# Is zirconium really stiffer than titanium in the diamond structure?

**Question**

I am comparing two metals in the open diamond structure, each squeezed and stretched evenly around its relaxed cell:

Ferromagnetic Ti and Zr in the diamond structure, 27.42 and 31.43 Å³ per atom at scale 1, computed with Ansatz 0.2.0 (PBE, scalar-relativistic plane-wave PAW, 420 eV cutoff, 15×15×15 and 14×14×14 k meshes). Energies are for zero smearing and count from scale 1; pressures, positive in compression, are for Fermi-Dirac smearing of 0.05 eV.

| volume scale | energy change, Ti (meV/atom) | pressure, Ti (GPa) | largest site moment, Ti (μB) | energy change, Zr (meV/atom) | pressure, Zr (GPa) | largest site moment, Zr (μB) |
| --- | --- | --- | --- | --- | --- | --- |
| 0.88 | 31.8 | 3.35 | 1.46 | 50.2 | 4.95 | 0.34 |
| 0.92 | 13.4 | 2.10 | 1.53 | 20.0 | 2.87 | 0.36 |
| 0.96 | 3.1 | 0.97 | 1.59 | 4.4 | 1.26 | 0.39 |
| 1 | 0.0 | -0.03 | 1.64 | 0.0 | 0.00 | 0.44 |
| 1.04 | 3.2 | -0.87 | 1.70 | 4.1 | -0.82 | 0.51 |
| 1.08 | 11.7 | -1.57 | 1.75 | 13.0 | -1.39 | 0.59 |
| 1.12 | 24.4 | -2.13 | 1.81 | 26.4 | -1.95 | 0.66 |

At every scaled volume, zirconium costs more energy per atom than titanium. I read that as zirconium being the stiffer solid. The pressures agree when the cells are squeezed, but once they are stretched, titanium pulls back harder.

Is one of the columns misleading me? Or does zirconium weaken as it expands, and if so, is that the usual softening of a stretched solid or something to do with the growing magnetic moments? Titanium has much the larger moment, which seems to speak against magnetism.

**Answer**

The energy column partly misleads you, because it counts per atom. Energy is pressure times change of volume, and a 12% stretch adds more volume to a large atom than to a small one. A zirconium atom takes up 15% more room here. At scale 1.12 its energy is 8% above titanium's per atom, but 6% below it per unit of volume.

The comparison you want is the stiffness $K=-V\,dP/dV$, where $V$ is the volume and $P$ the pressure. Between scales 1 and 1.04 the pressure of zirconium falls by 0.82 GPa, so $K\approx1.02\times0.82/0.04\approx21$ GPa, much the same as for titanium. Zirconium is clearly stiffer when squeezed. At the relaxed volume, taking the mean of the steps on either side, it still leads by about 26 to 23 GPa, but once stretched it is no stiffer than titanium. It loses two thirds of its stiffness over the series, while titanium loses a little under half.

Some loss is normal. Squeezed atoms repel each other ever more steeply, whereas atoms pulled far apart hardly hold each other at all, so stiffness must fade on the way from one limit to the other. For modest changes the usual rule is a straight line, $K=K_0+K'P$, with two constants for each solid. Equal changes of pressure should then cost equal amounts of stiffness.

They don't. In zirconium the stiffness falls by about 16 GPa on the squeezed side while the pressure drops by 3.3 GPa. It then falls by another 16 GPa during the next 1.7 GPa, as the cell passes through its relaxed volume into tension. The energies at zero smearing show the same sudden softening, so it doesn't come from the electronic entropy in the pressure.

Titanium breaks the rule more gently. Over two nearly equal drops in pressure, it loses about 4 GPa of stiffness in the first and 9 GPa in the second. The straight-line rule gives the right direction in both metals, but not the way the loss speeds up. Ordinary solids also bend away from the line a little, in the same sense, so part of the excess may be ordinary.

Magnetism can also speed up the loss. Aligning spins lowers the exchange energy but forces electrons into higher band states. Expansion narrows the bands and makes this cheaper, so a magnetic solid gains by expanding, and its moment pushes outwards. To see what this does to the stiffness, write the energy as

$$E(V,M)=E_0(V)+\tfrac12 a(V)M^2+f(M),$$

where $M$ is the moment per atom, $a$ measures the balance between band cost and exchange gain, and $f$, taken to be the same function at every volume, keeps the moment from growing without limit. Since $M$ settles where the energy is lowest, its own change drops out of the pressure. What remains is a magnetic pressure $-\tfrac12 a'M^2$, which is positive because $a$ falls with volume. Strictly, the straight-line rule belongs to the pressure without this magnetic part. If I keep it for the whole pressure as a rough stand-in, and take $c=-\tfrac12a'$ as constant, the stiffness is roughly

$$K\approx K_0+K'P-c\,V\frac{dM^2}{dV}.$$

Two limits answer your objection about titanium. A large moment that never changes adds a constant outward pressure. This enlarges the relaxed cell, but it leaves the stiffness at a given volume alone. A squared moment that grows evenly with volume lowers the stiffness almost evenly. In this rough formula, the stiffness falls clearly faster than usual only when the growth speeds up, and this can happen with a small moment as well as a large one.

The growth does speed up where it should. In zirconium $V\,dM^2/dV$ rises from 1.9 to 5.2 $\mu_B^2$ during the sudden softening and then nearly levels off, just where the stiffness stops falling. In titanium it is almost flat under compression and climbs under tension. I took $M$ from the total spin of the cell, because the site moments in your table leave out the spin between the atoms.

I fitted the straight line, and then the formula with the magnetic term, to the six steps between neighbouring volumes, separately for each metal. For titanium's last step, which was part of the fit, the mean pressure is $-1.85$ GPa and the formula gives

$$K\approx34.0+1.91\times(-1.85)-1.34\times11.35\approx15.3\ \text{GPa},$$

against 15.4 GPa from the calculated pressures. The 15 GPa in the last term shouldn't be read as the magnetic share, since the three constants can partly stand in for one another.

For titanium the magnetic term cuts the typical miss from 1.0 to 0.2 GPa, on stiffnesses between 15 and 28 GPa. The gain survives when each step is predicted from the other five. The output printed below lists every step. But the straight line has one constant fewer. A term in the squared pressure, with no magnetism in it, fits titanium just as well as the magnetic term, though that rival isn't in the printed output. So the good fit doesn't single out the moment as the cause.

For zirconium, where the softening is more striking, the evidence is weaker. The typical miss only shrinks from 1.8 to 1.3 GPa, and steps left out of the fit are predicted hardly better than by the straight line. The formula also lets the stiffness go on falling in the last step, to about 13 GPa, whereas the calculation stays at 15 GPa.

So your first reading holds for the squeezed and relaxed cells but not for the stretched ones, and the straight-line rule is too simple for both metals. The numbers agree with a magnetic contribution in titanium without proving it, and leave it open in zirconium too. In zirconium, a band crossing the Fermi level might drive both the moment and the softening; that is a guess. Repeating the zirconium curve without any spin polarisation would be a useful test: if the sudden softening remains, the moment isn't needed to explain it. Titanium needs the same test.

To judge whether magnetism could be softening a similar metal, look first at how the squared moment grows with volume, rather than at how large the moment is. The stiffnesses themselves belong to this open structure only: the ordinary metals are close-packed hexagonal and have no ordered moments. Even here, only ferromagnetic order was tried. PBE also tends to exaggerate weak magnetism in metals, so zirconium's small moment deserves particular caution.

Numerical output:

```
pressure ratio Zr/Ti at scale 0.88: 1.478
pressure ratio Zr/Ti at scale 1.12: 0.9155
energy per atom, ratio Zr/Ti at scale 0.88: 1.579
energy per atom, ratio Zr/Ti at scale 1.12: 1.082
atomic volume, ratio Zr/Ti: 1.146
energy per volume, ratio Zr/Ti at scale 0.88: 1.377
energy per volume, ratio Zr/Ti at scale 1.12: 0.9439
Zr stiffness at scale 1 from zero-smearing energies, GPa: 27.08
Zr stiffness at scale 1.04 from zero-smearing energies, GPa: 15.9
Zr stiffness at scale 1.08 from zero-smearing energies, GPa: 15.48
Ti stiffness lost from first to last step, percent: 45.24
Zr stiffness lost from first to last step, percent: 67.09
fit of kT on 6 rows: constant 21.87 +/- 0.51, coefficient of pT 2.758 +/- 0.32; rms 1.01, worst 1.12 1.37, leave-one-out rms 1.82
fit of kT on 6 rows: constant 33.95 +/- 1.1, coefficient of pT 1.909 +/- 0.1, coefficient of gT -1.336 +/- 0.13; rms 0.163, worst 1.0 -0.227, leave-one-out rms 0.495
fit of kZ on 6 rows: constant 24.36 +/- 0.92, coefficient of pZ 6.062 +/- 0.46; rms 1.76, worst 1.0 -2.69, leave-one-out rms 2.74
fit of kZ on 6 rows: constant 30.48 +/- 3.7, coefficient of pZ 4.392 +/- 1, coefficient of gZ -1.754 +/- 1; rms 1.25, worst 1.12 -1.98, leave-one-out rms 2.59
steps ending at the row, stiffness and misses in GPa, V dM2/dV in muB2:
   row   K Ti   K Zr  V dM2/dV Ti  V dM2/dV Zr  plain miss Ti  moment miss Ti  plain miss Zr  moment miss Zr
  0.92  28.12   46.8        8.169       0.6363           1.26          0.1106          1.267         -0.2608
  0.96  26.56  37.84        7.797        0.838        -0.4521        -0.09309        -0.9525          0.2465
   1.0   24.5  30.87        7.914        1.913         -1.335         -0.2273         -2.686         -0.9778
  1.04  21.42  20.91        8.626        3.522        -0.7926          0.1457         0.9694           1.592
  1.08  18.55   15.1        9.625        5.215       -0.04653          0.2105          2.561           1.376
  1.12   15.4   15.4        11.35        5.543          1.366         -0.1464         -1.159          -1.976
```
